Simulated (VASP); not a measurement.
Wanted: the native input for a VASP 6.6.1 run.

```yaml
Task: single point
Functional: PBEsol
Potentials_or_basis: VASP PAW PBE potentials, release 64 (Fe, Ge_d)
Cutoff: 520 eV
k_mesh: 4 × 4 × 6
Occupations: methfessel-paxton, width 0.1 eV
Spin: non-collinear spin, typed start, spin-orbit coupling
Starting_moments: "[[0.0, 0.0, 3.5], [0.0, 0.0, 3.5], [0.0, 0.0, 0.0]] μB"
Dipole_correction: no
Further_INCAR_settings: ALGO = Fast; EDIFF = 1e-06; NBANDS = 43
```

The structure of Fe2Ge lies in POSCAR:

```
Fe2Ge
1.0
    4.1636340000      0.0000000000      0.0000000000
   -2.0818170000      3.6058130000      0.0000000000
    0.0000000000      0.0000000000      2.6264660000
Fe Ge
2 1
Direct
    0.6666666667      0.3333333333      0.5000000000
    0.3333333333      0.6666666667      0.5000000000
    0.0000000000      0.0000000000      0.0000000000
```

The cell comes from a database or a generator and needn't be the stable form of this composition.

The input as run:

INCAR

```
SYSTEM = Fe2Ge
PREC     = Accurate       ! precision mode
ENCUT    = 520            ! plane-wave cutoff, eV
EDIFF    = 1E-6           ! SCF threshold, eV
ISMEAR   = 1              ! smearing method
SIGMA    = 0.1            ! smearing width, eV
LREAL    = .False.        ! projectors in reciprocal space
LASPH    = .True.         ! aspherical terms in the spheres
NELM     = 150            ! most SCF steps
ALGO     = Fast           ! electronic algorithm
ISIF     = 2              ! what is computed and relaxed
LWAVE    = .False.        ! write WAVECAR
LCHARG   = .True.         ! write CHGCAR
MAGMOM   = 0 0 3.5 0 0 3.5 0 0 0 ! initial moments
LORBIT   = 11             ! projections on sites
LSORBIT  = .True.         ! spin-orbit coupling
GGA_COMPAT= .False.      
LORBMOM  = .True.       
LMAXMIX  = 4              ! l up to which the mixer works
GGA      = PS             ! functional
LVHAR    = .True.       
NBANDS   = 43             ! bands
```

KPOINTS

```
regular mesh
0
Gamma
  4 4 6
  0 0 0
```

Potentials or basis: VASP PAW PBE potentials, release 64 (Fe, Ge_d).

The run is started by

```bash
$ cat potpaw_PBE.64/Fe/POTCAR potpaw_PBE.64/Ge_d/POTCAR > POTCAR
$ mpirun -np 1 vasp_ncl > vasp.out
```

Results of the run:

| Quantity | Value |
| --- | --- |
| Pressure | -8.9 GPa |
| Net moment | 4.83 μB per cell |
| Valence electrons inside the program's atomic spheres | Fe 7.19; Ge 12.34 |

Caveat: the k mesh is coarse (spacing up to 0.44 Å⁻¹), so the values aren't converged; the PAW data sets were made with another functional, which shifts forces and pressure a little.

Run time: 110 s on 1 thread of AMD EPYC 9R14 (Zen 4), on a shared host, peak memory 0.23 GiB.
